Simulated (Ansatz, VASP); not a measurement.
This is a calculation of Mg (Magnesium) for Ansatz 0.2.0. 

input.yaml

```yaml
crystal:
  lattice:
    - [3.2093, 0.0, 0.0]
    - [-1.60465, 2.7793353284, 0.0]
    - [0.0, 0.0, 5.2103]
  atoms:
    - { symbol: Mg, position: [0.6666666667, 0.3333333333, 0.75] }
    - { symbol: Mg, position: [0.3333333333, 0.6666666667, 0.25] }
hamiltonian:
  xc: pbesol
  pseudopotentials: { kind: paw }
  dispersion: d4
kpoints:
  mp_grid: { grid: [10, 10, 5] }
scf:
  occupations: { method: fermi_dirac, width: 0.05 }
output:
  forces: true
  stress: true
relax:
  f_tol: 0.01
  max_steps: 40
  cell: { stress_tol: 0.05 }
```

Potentials or basis: Ansatz PAW.

The run is started by

```sh
$ ansatz run input.yaml --threads 2 --pin off --max-ram 5632MiB --backend cpu --events-out ev --progress --plain --runs-dir out
```

**Question.** Translate it to VASP 6.6.1. Potentials or basis there: PBE PAW files Mg, 600 eV.

**Answer.** As run (cutoffs and basis follow the program's own potentials, and thresholds, step limits or extra output files can differ):

The input INCAR:

```
  PREC = Accurate
  ENCUT = 600
  EDIFF = 1E-6
  ISMEAR = -1
  SIGMA = 0.05
  LREAL = False
  LASPH = True
  NELM = 80
  ALGO = Fast
  ISIF = 3
  LWAVE = False
  LCHARG = False
  GGA = PS
  IVDW = 13
  IBRION = 2
  NSW = 40
  EDIFFG = -0.01
```

Contents of KPOINTS:

```
regular mesh
0
Gamma
  10 10 5
```

The input POSCAR:

```
Mg
1.0
    3.2093000000      0.0000000000      0.0000000000
   -1.6046500000      2.7793353284      0.0000000000
    0.0000000000      0.0000000000      5.2103000000
Mg
2
Direct
    0.6666666667      0.3333333333      0.7500000000
    0.3333333333      0.6666666667      0.2500000000
```

Potentials or basis: VASP PAW PBE potentials, release 64 (Mg).

Launch:

```sh
$ cat potpaw_PBE.64/Mg/POTCAR > POTCAR
$ mpirun -np 1 vasp_std > vasp.out
```

Both were run:

|  | Ansatz | VASP |
| --- | --- | --- |
| Relaxed volume | 23.23 Å³/atom | 23.23 Å³/atom |
| Relaxed cell | a = 3.174 Å, b = 3.174 Å, c = 5.326 Å, α = 90.00°, β = 90.00°, γ = 120.00° | a = 3.175 Å, b = 3.175 Å, c = 5.320 Å, α = 90.00°, β = 90.00°, γ = 120.00° |
| Space group after relaxing | P6_3/mmc (No. 194) | P6_3/mmc (No. 194) |
| Pressure after relaxing | 0.0 GPa | 0.0 GPa |

Ansatz's pressure holds a Pulay term of +0.00 GPa for its cutoff of 420 eV, which the other run lacks.

The potentials hold 20 and 4 valence electrons a cell.

Ansatz's potentials were made for PBE. VASP's potentials were made for PBE.

Where Ansatz's input types no cutoff or centring, it takes its own default and a Γ-centred mesh.

Pressure is positive in compression.
